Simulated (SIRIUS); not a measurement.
# ZrB2 (P6/mmm) in SIRIUS: notebook, part 3 of 4

SIRIUS 7.12.0. Earlier steps stand in the parts before.

### 5 Equation of state, PBEsol, 10.25 Å³/atom

The input, sirius.json:

```json
{
  "control": {
    "processing_unit": "cpu",
    "std_evp_solver_name": "lapack",
    "gen_evp_solver_name": "lapack",
    "verbosity": 2,
    "print_forces": false,
    "ortho_rf": true,
    "use_second_variation": true,
    "rmt_max": 3.0,
    "num_bands_to_print": 24,
    "save_wf": true
  },
  "parameters": {
    "electronic_structure_method": "full_potential_lapwlo",
    "xc_functionals": ["XC_GGA_X_PBE_SOL", "XC_GGA_C_PBE_SOL"],
    "core_relativity": "dirac",
    "valence_relativity": "iora",
    "num_fv_states": 24,
    "smearing": "fermi_dirac",
    "smearing_width": 0.0018374661,
    "pw_cutoff": 20,
    "gk_cutoff": 3.92,
    "lmax_apw": 11,
    "lmax_rho": 8,
    "lmax_pot": 8,
    "num_mag_dims": 0,
    "auto_rmt": 0,
    "ngridk": [10, 10, 8],
    "shiftk": [0, 0, 0],
    "num_dft_iter": 80,
    "energy_tol": 1e-07,
    "density_tol": 1e-05,
    "use_symmetry": true
  },
  "settings": {"tol_ne": 1e-10},
  "iterative_solver": {"type": "exact"},
  "mixer": {"type": "anderson", "beta": 0.5, "max_history": 8},
  "unit_cell": {
    "lattice_vectors": [[5.9904318151, 0.0, 0.0], [-2.9952159075, 5.1878661315, 0.0], [0.0, 0.0, 6.6764023983]],
    "atom_types": ["B", "Zr"],
    "atom_files": {"B": "B.json", "Zr": "Zr.json"},
    "atoms": {"B": [[0.6666666667, 0.3333333333, 0.5], [0.3333333333, 0.6666666667, 0.5]], "Zr": [[0.0, 0.0, 0.0]]}
  }
}
```

The input, B.json:

```json
{
  "name": "boron",
  "symbol": "B",
  "number": 5,
  "mass": 10.811,
  "rmin": 1e-06,
  "rmt": 1.66,
  "nrmt": 800,
  "rinf": 17.81,
  "core": "1s",
  "valence": [
    {"basis": [{"enu": 0.24, "dme": 0, "n": 0, "auto": 0}, {"enu": 0.24, "dme": 1, "n": 0, "auto": 0}]},
    {"l": 0, "n": 1, "basis": [{"enu": 0.2859, "dme": 0, "n": 0, "auto": 0}]},
    {"l": 1, "n": 2, "basis": [{"enu": 0.34, "dme": 0, "n": 0, "auto": 0}]},
    {"l": 2, "n": 3, "basis": [{"enu": 0.34, "dme": 0, "n": 0, "auto": 0}]},
    {"l": 3, "n": 4, "basis": [{"enu": 0.34, "dme": 0, "n": 0, "auto": 0}]}
  ],
  "lo": [
    {
      "l": 0,
      "basis": [{"enu": 0.2859, "dme": 0, "n": 0, "auto": 0}, {"enu": 0.2859, "dme": 1, "n": 0, "auto": 0}]
    },
    {
      "l": 0,
      "basis": [{"enu": 0.2859, "dme": 1, "n": 0, "auto": 0}, {"enu": 0.2859, "dme": 2, "n": 0, "auto": 0}]
    },
    {
      "l": 0,
      "basis": [{"enu": 0.2859, "dme": 0, "n": 0, "auto": 0}, {"enu": 4.6407, "dme": 0, "n": 0, "auto": 0}]
    },
    {"l": 1, "basis": [{"enu": 0.34, "dme": 0, "n": 0, "auto": 0}, {"enu": 0.34, "dme": 1, "n": 0, "auto": 0}]},
    {"l": 1, "basis": [{"enu": 0.34, "dme": 1, "n": 0, "auto": 0}, {"enu": 0.34, "dme": 2, "n": 0, "auto": 0}]},
    {"l": 1, "basis": [{"enu": 0.34, "dme": 0, "n": 0, "auto": 0}, {"enu": 5.348, "dme": 0, "n": 0, "auto": 0}]},
    {"l": 2, "basis": [{"enu": 0.34, "dme": 0, "n": 0, "auto": 0}, {"enu": 0.34, "dme": 1, "n": 0, "auto": 0}]},
    {"l": 2, "basis": [{"enu": 0.34, "dme": 1, "n": 0, "auto": 0}, {"enu": 0.34, "dme": 2, "n": 0, "auto": 0}]},
    {"l": 2, "basis": [{"enu": 0.34, "dme": 0, "n": 0, "auto": 0}, {"enu": 6.0012, "dme": 0, "n": 0, "auto": 0}]},
    {"l": 3, "basis": [{"enu": 0.34, "dme": 0, "n": 0, "auto": 0}, {"enu": 0.34, "dme": 1, "n": 0, "auto": 0}]}
  ],
  "free_atom": [... radial grid and density of the free atom, the start of the SCF ...]
}
```

The input, Zr.json:

```json
{
  "name": "zirconium",
  "symbol": "Zr",
  "number": 40,
  "mass": 91.224,
  "rmin": 1e-06,
  "rmt": 2.43,
  "nrmt": 800,
  "rinf": 17.42,
  "core": "1s2s2p3s3p",
  "valence": [
    {"basis": [{"enu": 0.24, "dme": 0, "n": 0, "auto": 0}, {"enu": 0.24, "dme": 1, "n": 0, "auto": 0}]},
    {"l": 0, "n": 1, "basis": [{"enu": 0.34, "dme": 0, "n": 0, "auto": 0}]},
    {"l": 1, "n": 2, "basis": [{"enu": 0.34, "dme": 0, "n": 0, "auto": 0}]},
    {"l": 2, "n": 3, "basis": [{"enu": 0.34, "dme": 0, "n": 0, "auto": 0}]},
    {"l": 3, "n": 4, "basis": [{"enu": 0.34, "dme": 0, "n": 0, "auto": 0}]}
  ],
  "lo": [
    {"l": 0, "basis": [{"enu": 0.34, "dme": 0, "n": 0, "auto": 0}, {"enu": 0.34, "dme": 1, "n": 0, "auto": 0}]},
    {
      "l": 0,
      "basis": [{"enu": -1.5212, "dme": 0, "n": 4, "auto": 1}, {"enu": -1.5212, "dme": 1, "n": 4, "auto": 1}]
    },
    {
      "l": 0,
      "basis": [{"enu": -1.5212, "dme": 1, "n": 4, "auto": 1}, {"enu": 0.34, "dme": 0, "n": 0, "auto": 0}]
    },
    {"l": 0, "basis": [{"enu": 0.34, "dme": 0, "n": 0, "auto": 0}, {"enu": 3.0496, "dme": 0, "n": 0, "auto": 0}]},
    {"l": 1, "basis": [{"enu": 0.34, "dme": 0, "n": 0, "auto": 0}, {"enu": 0.34, "dme": 1, "n": 0, "auto": 0}]},
    {
      "l": 1,
      "basis": [{"enu": -0.7159, "dme": 0, "n": 4, "auto": 1}, {"enu": -0.7159, "dme": 1, "n": 4, "auto": 1}]
    },
    {
      "l": 1,
      "basis": [{"enu": -0.7159, "dme": 1, "n": 4, "auto": 1}, {"enu": 0.34, "dme": 0, "n": 0, "auto": 0}]
    },
    {"l": 1, "basis": [{"enu": 0.34, "dme": 0, "n": 0, "auto": 0}, {"enu": 3.4561, "dme": 0, "n": 0, "auto": 0}]},
    {"l": 2, "basis": [{"enu": 0.34, "dme": 0, "n": 0, "auto": 0}, {"enu": 0.34, "dme": 1, "n": 0, "auto": 0}]},
    {"l": 2, "basis": [{"enu": 0.34, "dme": 1, "n": 0, "auto": 0}, {"enu": 0.34, "dme": 2, "n": 0, "auto": 0}]},
    {
      "l": 2,
      "basis": [{"enu": -5.9526, "dme": 0, "n": 3, "auto": 1}, {"enu": -5.9526, "dme": 1, "n": 3, "auto": 1}]
    },
    {"l": 2, "basis": [{"enu": 0.34, "dme": 0, "n": 0, "auto": 0}, {"enu": 2.9819, "dme": 0, "n": 0, "auto": 0}]},
    {"l": 3, "basis": [{"enu": 0.34, "dme": 0, "n": 0, "auto": 0}, {"enu": 0.34, "dme": 1, "n": 0, "auto": 0}]},
    {"l": 3, "basis": [{"enu": 0.34, "dme": 0, "n": 0, "auto": 0}, {"enu": 3.2867, "dme": 0, "n": 0, "auto": 0}]}
  ],
  "free_atom": [... radial grid and density of the free atom, the start of the SCF ...]
}
```

The input, sirius_start.json:

```json
{
  "control": {
    "processing_unit": "cpu",
    "std_evp_solver_name": "lapack",
    "gen_evp_solver_name": "lapack",
    "verbosity": 1,
    "print_forces": false,
    "ortho_rf": true,
    "use_second_variation": true,
    "rmt_max": 3.0,
    "num_bands_to_print": 24,
    "save_wf": false
  },
  "parameters": {
    "electronic_structure_method": "full_potential_lapwlo",
    "xc_functionals": ["XC_LDA_X", "XC_LDA_C_PW"],
    "core_relativity": "dirac",
    "valence_relativity": "iora",
    "num_fv_states": 24,
    "smearing": "fermi_dirac",
    "smearing_width": 0.0055123983,
    "pw_cutoff": 20,
    "gk_cutoff": 3.13,
    "lmax_apw": 11,
    "lmax_rho": 8,
    "lmax_pot": 8,
    "num_mag_dims": 0,
    "auto_rmt": 0,
    "ngridk": [4, 4, 3],
    "shiftk": [0, 0, 0],
    "num_dft_iter": 30,
    "energy_tol": 0.01,
    "density_tol": 0.05,
    "use_symmetry": true
  },
  "settings": {"tol_ne": 1e-10},
  "iterative_solver": {"type": "exact"},
  "mixer": {"type": "anderson", "beta": 0.5, "max_history": 8},
  "unit_cell": {
    "lattice_vectors": [[5.9904318151, 0.0, 0.0], [-2.9952159075, 5.1878661315, 0.0], [0.0, 0.0, 6.6764023983]],
    "atom_types": ["B", "Zr"],
    "atom_files": {"B": "B.json", "Zr": "Zr.json"},
    "atoms": {"B": [[0.6666666667, 0.3333333333, 0.5], [0.3333333333, 0.6666666667, 0.5]], "Zr": [[0.0, 0.0, 0.0]]}
  }
}
```

The run is started by

```bash
> OMP_NUM_THREADS=1 sirius.scf --input=sirius_start.json --output=start.json
> OMP_NUM_THREADS=1 sirius.scf --input=sirius.json --output=output.json --task=1
```

Wall time 89 s (1 thread of Arm Neoverse V1, shared host); peak memory 0.61 GiB.

It converged, with:

* Free energy: -99233.4921 eV
* Band gap on the k mesh: none (metal or under the smearing width)
* All electrons inside the program's atomic spheres: Zr 37.73; B 3.69 (radii B 1.66, Zr 2.43 bohr)

### 6 Equation of state, PBEsol, 10.45 Å³/atom (volume scaled by 1.02)

sirius.json, as its differences from that of step 5:

```diff
@@ -39,3 +39,3 @@
   "unit_cell": {
-    "lattice_vectors": [[5.9904318151, 0.0, 0.0], [-2.9952159075, 5.1878661315, 0.0], [0.0, 0.0, 6.6764023983]],
+    "lattice_vectors": [[6.0301047051, 0.0, 0.0], [-3.0150523526, 5.2222238622, 0.0], [0.0, 0.0, 6.7206182723]],
     "atom_types": ["B", "Zr"],
```

The input, B.json:

```json
{
  "name": "boron",
  "symbol": "B",
  "number": 5,
  "mass": 10.811,
  "rmin": 1e-06,
  "rmt": 1.66,
  "nrmt": 800,
  "rinf": 17.81,
  "core": "1s",
  "valence": [
    {"basis": [{"enu": 0.23, "dme": 0, "n": 0, "auto": 0}, {"enu": 0.23, "dme": 1, "n": 0, "auto": 0}]},
    {"l": 0, "n": 1, "basis": [{"enu": 0.2759, "dme": 0, "n": 0, "auto": 0}]},
    {"l": 1, "n": 2, "basis": [{"enu": 0.33, "dme": 0, "n": 0, "auto": 0}]},
    {"l": 2, "n": 3, "basis": [{"enu": 0.33, "dme": 0, "n": 0, "auto": 0}]},
    {"l": 3, "n": 4, "basis": [{"enu": 0.33, "dme": 0, "n": 0, "auto": 0}]}
  ],
  "lo": [
    {
      "l": 0,
      "basis": [{"enu": 0.2759, "dme": 0, "n": 0, "auto": 0}, {"enu": 0.2759, "dme": 1, "n": 0, "auto": 0}]
    },
    {
      "l": 0,
      "basis": [{"enu": 0.2759, "dme": 1, "n": 0, "auto": 0}, {"enu": 0.2759, "dme": 2, "n": 0, "auto": 0}]
    },
    {
      "l": 0,
      "basis": [{"enu": 0.2759, "dme": 0, "n": 0, "auto": 0}, {"enu": 4.6307, "dme": 0, "n": 0, "auto": 0}]
    },
    {"l": 1, "basis": [{"enu": 0.33, "dme": 0, "n": 0, "auto": 0}, {"enu": 0.33, "dme": 1, "n": 0, "auto": 0}]},
    {"l": 1, "basis": [{"enu": 0.33, "dme": 1, "n": 0, "auto": 0}, {"enu": 0.33, "dme": 2, "n": 0, "auto": 0}]},
    {"l": 1, "basis": [{"enu": 0.33, "dme": 0, "n": 0, "auto": 0}, {"enu": 5.338, "dme": 0, "n": 0, "auto": 0}]},
    {"l": 2, "basis": [{"enu": 0.33, "dme": 0, "n": 0, "auto": 0}, {"enu": 0.33, "dme": 1, "n": 0, "auto": 0}]},
    {"l": 2, "basis": [{"enu": 0.33, "dme": 1, "n": 0, "auto": 0}, {"enu": 0.33, "dme": 2, "n": 0, "auto": 0}]},
    {"l": 2, "basis": [{"enu": 0.33, "dme": 0, "n": 0, "auto": 0}, {"enu": 5.9912, "dme": 0, "n": 0, "auto": 0}]},
    {"l": 3, "basis": [{"enu": 0.33, "dme": 0, "n": 0, "auto": 0}, {"enu": 0.33, "dme": 1, "n": 0, "auto": 0}]}
  ],
  "free_atom": [... radial grid and density of the free atom, the start of the SCF ...]
}
```

The input, Zr.json:

```json
{
  "name": "zirconium",
  "symbol": "Zr",
  "number": 40,
  "mass": 91.224,
  "rmin": 1e-06,
  "rmt": 2.43,
  "nrmt": 800,
  "rinf": 17.42,
  "core": "1s2s2p3s3p",
  "valence": [
    {"basis": [{"enu": 0.23, "dme": 0, "n": 0, "auto": 0}, {"enu": 0.23, "dme": 1, "n": 0, "auto": 0}]},
    {"l": 0, "n": 1, "basis": [{"enu": 0.33, "dme": 0, "n": 0, "auto": 0}]},
    {"l": 1, "n": 2, "basis": [{"enu": 0.33, "dme": 0, "n": 0, "auto": 0}]},
    {"l": 2, "n": 3, "basis": [{"enu": 0.33, "dme": 0, "n": 0, "auto": 0}]},
    {"l": 3, "n": 4, "basis": [{"enu": 0.33, "dme": 0, "n": 0, "auto": 0}]}
  ],
  "lo": [
    {"l": 0, "basis": [{"enu": 0.33, "dme": 0, "n": 0, "auto": 0}, {"enu": 0.33, "dme": 1, "n": 0, "auto": 0}]},
    {
      "l": 0,
      "basis": [{"enu": -1.5312, "dme": 0, "n": 4, "auto": 1}, {"enu": -1.5312, "dme": 1, "n": 4, "auto": 1}]
    },
    {
      "l": 0,
      "basis": [{"enu": -1.5312, "dme": 1, "n": 4, "auto": 1}, {"enu": 0.33, "dme": 0, "n": 0, "auto": 0}]
    },
    {"l": 0, "basis": [{"enu": 0.33, "dme": 0, "n": 0, "auto": 0}, {"enu": 3.0396, "dme": 0, "n": 0, "auto": 0}]},
    {"l": 1, "basis": [{"enu": 0.33, "dme": 0, "n": 0, "auto": 0}, {"enu": 0.33, "dme": 1, "n": 0, "auto": 0}]},
    {
      "l": 1,
      "basis": [{"enu": -0.7259, "dme": 0, "n": 4, "auto": 1}, {"enu": -0.7259, "dme": 1, "n": 4, "auto": 1}]
    },
    {
      "l": 1,
      "basis": [{"enu": -0.7259, "dme": 1, "n": 4, "auto": 1}, {"enu": 0.33, "dme": 0, "n": 0, "auto": 0}]
    },
    {"l": 1, "basis": [{"enu": 0.33, "dme": 0, "n": 0, "auto": 0}, {"enu": 3.4461, "dme": 0, "n": 0, "auto": 0}]},
    {"l": 2, "basis": [{"enu": 0.33, "dme": 0, "n": 0, "auto": 0}, {"enu": 0.33, "dme": 1, "n": 0, "auto": 0}]},
    {"l": 2, "basis": [{"enu": 0.33, "dme": 1, "n": 0, "auto": 0}, {"enu": 0.33, "dme": 2, "n": 0, "auto": 0}]},
    {
      "l": 2,
      "basis": [{"enu": -5.9626, "dme": 0, "n": 3, "auto": 1}, {"enu": -5.9626, "dme": 1, "n": 3, "auto": 1}]
    },
    {"l": 2, "basis": [{"enu": 0.33, "dme": 0, "n": 0, "auto": 0}, {"enu": 2.9719, "dme": 0, "n": 0, "auto": 0}]},
    {"l": 3, "basis": [{"enu": 0.33, "dme": 0, "n": 0, "auto": 0}, {"enu": 0.33, "dme": 1, "n": 0, "auto": 0}]},
    {"l": 3, "basis": [{"enu": 0.33, "dme": 0, "n": 0, "auto": 0}, {"enu": 3.2767, "dme": 0, "n": 0, "auto": 0}]}
  ],
  "free_atom": [... radial grid and density of the free atom, the start of the SCF ...]
}
```

sirius_start.json, as its differences from that of step 5:

```diff
@@ -39,3 +39,3 @@
   "unit_cell": {
-    "lattice_vectors": [[5.9904318151, 0.0, 0.0], [-2.9952159075, 5.1878661315, 0.0], [0.0, 0.0, 6.6764023983]],
+    "lattice_vectors": [[6.0301047051, 0.0, 0.0], [-3.0150523526, 5.2222238622, 0.0], [0.0, 0.0, 6.7206182723]],
     "atom_types": ["B", "Zr"],
```

Potentials or basis: all-electron FP-LAPW, apw+lo standard.

The run is started by

```bash
> OMP_NUM_THREADS=1 sirius.scf --input=sirius_start.json --output=start.json
> OMP_NUM_THREADS=1 sirius.scf --input=sirius.json --output=output.json --task=1
```

Wall time 91 s (1 thread of Arm Neoverse V1, shared host); peak memory 0.61 GiB.

The run converged. Its results:

```yaml
Free_energy: -99233.4680 eV
Band_gap_on_the_k_mesh: none (metal or under the smearing width)
All_electrons_inside_the_program's_atomic_spheres: Zr 37.70; B 3.67 (radii B 1.66, Zr 2.43 bohr)
```

### 7 Equation of state, PBEsol, 10.66 Å³/atom (volume scaled by 1.04)

sirius.json, as its differences from that of step 6:

```diff
@@ -39,3 +39,3 @@
   "unit_cell": {
-    "lattice_vectors": [[6.0301047051, 0.0, 0.0], [-3.0150523526, 5.2222238622, 0.0], [0.0, 0.0, 6.7206182723]],
+    "lattice_vectors": [[6.0692623264, 0.0, 0.0], [-3.0346311633, 5.2561353569, 0.0], [0.0, 0.0, 6.7642598735]],
     "atom_types": ["B", "Zr"],
```

B.json is that of step 6.

Zr.json is that of step 6.

sirius_start.json, as its differences from that of step 6:

```diff
@@ -39,3 +39,3 @@
   "unit_cell": {
-    "lattice_vectors": [[6.0301047051, 0.0, 0.0], [-3.0150523526, 5.2222238622, 0.0], [0.0, 0.0, 6.7206182723]],
+    "lattice_vectors": [[6.0692623264, 0.0, 0.0], [-3.0346311633, 5.2561353569, 0.0], [0.0, 0.0, 6.7642598735]],
     "atom_types": ["B", "Zr"],
```

The run is started by

```bash
> OMP_NUM_THREADS=1 sirius.scf --input=sirius_start.json --output=start.json
> OMP_NUM_THREADS=1 sirius.scf --input=sirius.json --output=output.json --task=1
```

Wall time 94 s (1 thread of Arm Neoverse V1, shared host); peak memory 0.62 GiB.

It converged, with:

- Free energy: -99233.4273 eV
- Band gap on the k mesh: none (metal or under the smearing width)
- All electrons inside the program's atomic spheres: Zr 37.67; B 3.65 (radii B 1.66, Zr 2.43 bohr)

[end of part 3 of 4]
